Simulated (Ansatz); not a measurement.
The cell is CaSe (NiAs type); cell and atoms were relaxed with r2SCAN. The symmetry is P6_3/mmc (No. 194, hexagonal); a = 4.132 Å, c = 7.163 Å in the conventional setting, 26.47 Å³ an atom. Ca has 6 Se at 2.98 Å; Se has 6 Ca at 2.98 Å.

4 runs of the PAW code Ansatz on this cell differ in the functional (and in the settings that go with it). Levels are in eV from each run's valence top; v1 is the last filled band, c1 the first empty one.

Run A, mean stress +0.3 GPa (compression positive):

| point | v4 | v3 | v2 | v1 | c1 | c2 |
| --- | --- | --- | --- | --- | --- | --- |
| Γ | -1.12 | -0.37 | 0.00 | 0.00 | 3.70 | 4.30 |
| M | -1.85 | -1.85 | -1.29 | -0.96 | 3.40 | 5.01 |
| K | -2.45 | -1.76 | -1.76 | -1.58 | 5.53 | 5.63 |
| A | -0.64 | -0.64 | -0.64 | -0.64 | 4.85 | 4.85 |

Run B, mean stress +0.6 GPa (compression positive):

| point | v4 | v3 | v2 | v1 | c1 | c2 |
| --- | --- | --- | --- | --- | --- | --- |
| Γ | -1.06 | -0.35 | 0.00 | 0.00 | 2.44 | 3.16 |
| M | -1.74 | -1.69 | -1.22 | -0.86 | 2.20 | 3.70 |
| K | -2.26 | -1.63 | -1.63 | -1.42 | 4.07 | 4.26 |
| A | -0.61 | -0.61 | -0.61 | -0.61 | 3.58 | 3.58 |

Run C, mean stress -3.5 GPa (compression positive):

| point | v4 | v3 | v2 | v1 | c1 | c2 |
| --- | --- | --- | --- | --- | --- | --- |
| Γ | -1.09 | -0.35 | 0.00 | 0.00 | 2.27 | 2.90 |
| M | -1.77 | -1.71 | -1.24 | -0.87 | 2.04 | 3.53 |
| K | -2.30 | -1.65 | -1.65 | -1.43 | 3.92 | 4.11 |
| A | -0.63 | -0.63 | -0.63 | -0.63 | 3.42 | 3.42 |

Run D, mean stress 0.0 GPa (compression positive):

| point | v4 | v3 | v2 | v1 | c1 | c2 |
| --- | --- | --- | --- | --- | --- | --- |
| Γ | -1.05 | -0.37 | 0.00 | 0.00 | 2.92 | 3.93 |
| M | -1.74 | -1.72 | -1.22 | -0.88 | 2.68 | 4.23 |
| K | -2.28 | -1.65 | -1.65 | -1.44 | 4.61 | 4.79 |
| A | -0.60 | -0.60 | -0.60 | -0.60 | 4.14 | 4.14 |

Problem. Match the runs to LDA, PBE, r2SCAN, DDH-PBE0.

Solution. A is DDH-PBE0, B is PBE, C is LDA, D is r2SCAN. In order of the gap: LDA 2.04, PBE 2.20, r2SCAN 2.68, DDH-PBE0 3.40 eV.

The cell comes from a prototype generator: it can be a known phase or a hypothetical one. Spin polarisation is off.

The runs are scalar-relativistic, without spin-orbit coupling.

The program warns that its thresholds are loose for a hybrid's stress.

The meshes of the hybrids are coarse, so their gaps aren't converged to the digits shown.
